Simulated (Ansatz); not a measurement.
Input of an Ansatz 0.2.0 run:

input.yaml

```yaml
crystal:
  lattice:
    - [4.01, 0.0, 0.0]
    - [-2.005, 3.4727618692, 0.0]
    - [0.0, 0.0, 5.201]
  atoms:
    - { symbol: Pt, position: [0.0, 0.0, 0.0] }
    - { symbol: Te, position: [0.6666666667, 0.3333333333, 0.75] }
    - { symbol: Te, position: [0.3333333333, 0.6666666667, 0.25] }
kpoints:
  mp_grid: { grid: [8, 8, 5] }
scf:
  occupations: { method: fermi_dirac, width: 0.05 }
hamiltonian:
  xc: pbesol
  pseudopotentials: { kind: all_electron, lapw: { basis_error: 0.002 } }
output:
  forces: true
  stress: true
  eigenvalues: true
  dos: { projected: false, de: 0.1, e_range: [-10, 10] }
```

Potentials or basis: all-electron LAPW, scalar-relativistic.

Launch:

```console
$ ansatz run input.yaml --threads 2 --pin off --max-ram 6144MiB --backend cpu --events-out ev --progress --plain --runs-dir out
```

(1) What does it give for the pressure?

(2) What does it give for the band gap on the k mesh?

(3) Predict the largest force.

Results:

(1) 4.1 GPa.

(2) none (metal or under the smearing width).

(3) 0.739 eV/Å.
